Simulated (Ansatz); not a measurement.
# Si: band gap under strain

Aim: follow the gap of Si built on the lonsdaleite prototype through these states: no strain; -4.0 % strain along z alone; -3.0 % strain along z alone. The table at the end shows which levels were run.

The runs shown are made with Ansatz 0.2.0. PAW datasets, plane waves. Spin-unpolarised throughout; all numbers are computed.

### Step 1. The structure to begin with

The unstrained cell was relaxed with r2SCAN; in each strained cell the atoms were relaxed again with r2SCAN. Names of k-points are those of the unstrained zone, where strain can split equivalent points. First state: no strain.

Space group P6_3/mmc (No. 194), hexagonal; a = 3.832 Å, c = 6.341 Å in the conventional setting, 20.16 Å³ an atom. Near Si stand 4 Si at 2.35–2.37 Å.

Coordinates:

```cif
data_structure
_symmetry_space_group_name_H-M 'P6_3/mmc'
_symmetry_Int_Tables_number 194
_cell_length_a 3.8321
_cell_length_b 3.8321
_cell_length_c 6.3412
_cell_angle_alpha 90.000
_cell_angle_beta 90.000
_cell_angle_gamma 120.000
_cell_volume 80.65
loop_
_atom_site_label
_atom_site_type_symbol
_atom_site_symmetry_multiplicity
_atom_site_Wyckoff_symbol
_atom_site_fract_x
_atom_site_fract_y
_atom_site_fract_z
_atom_site_occupancy
Si1 Si 4 f 0.33333 0.66667 0.56306 1
```

### Step 2. No strain: PBE

Input file input.yaml:

```yaml
crystal:
  lattice:
    - [3.832129559, 0.0, 0.0]
    - [-1.9160647795, 3.3187215487, 0.0]
    - [0.0, 0.0, 6.3412168605]
  atoms:
    - { symbol: Si, position: [0.3333333333, 0.6666666667, 0.0005609409] }
    - { symbol: Si, position: [0.6666666667, 0.3333333333, 0.5005609409] }
    - { symbol: Si, position: [0.3333333333, 0.6666666667, 0.3744390591] }
    - { symbol: Si, position: [0.6666666667, 0.3333333333, 0.8744390591] }
kpoints:
  mp_grid: { grid: [12, 12, 4] }
  band_path:
    path:
      - [0.0, 0.0, 0.0]
      - [0.5, 0.0, 0.0]
      - [0.3333333333, 0.3333333333, 0.0]
      - [0.0, 0.0, 0.5]
      - [0.5, 0.0, 0.5]
      - [0.3333333333, 0.3333333333, 0.5]
      - [0.0, 0.5, 0.0]
    npoints: 1
hamiltonian:
  xc: pbe
scf:
  occupations: { method: fermi_dirac, width: 0.02 }
  n_extra_bands: 5
output:
  forces: true
  stress: true
  eigenvalues: true
```

On the command line:

```
ansatz run input.yaml --threads 2 --pin off --max-ram 29491MiB --backend cpu --events-out ev --progress --plain --runs-dir out
```

Further steps of the session: No strain: r2SCAN; No strain: HSE06; No strain: r2SCAN; No strain: G0W0@PBE; -4.0 % strain along z alone: PBE; -4.0 % strain along z alone: r2SCAN; -4.0 % strain along z alone: HSE06; -3.0 % strain along z alone: PBE; -3.0 % strain along z alone: r2SCAN; -3.0 % strain along z alone: HSE06.

What does the calculation give?

The runs gave:

Least gap in eV (negative: overlap), with the change from the unstrained cell in brackets. G0W0 is on its own coarse mesh.

| state | volume change (%) | PBE | r2SCAN | HSE06 | G0W0 |
| --- | --- | --- | --- | --- | --- |
| no strain | +0.0 | 0.43 | 0.61 | 0.97 | 0.90 |
| -4.0 % strain along z alone | -4.0 | 0.19 (-0.24) | 0.37 (-0.24) | 0.73 (-0.24) | – |
| -3.0 % strain along z alone | -3.0 | 0.26 (-0.17) | 0.43 (-0.18) | 0.80 (-0.17) | – |

**Reading.** With HSE06, of the states in the table -4.0 % strain along z alone shifts the gap most, by -0.239 eV. PBE and HSE06 differ by 0.55 eV on the unstrained gap, and by at most 0.01 eV on its change: the two disagree on the size of the gap but agree on its response to strain. G0W0 here is at a finite number of bands, screening cutoff and k mesh, not at the basis limit.
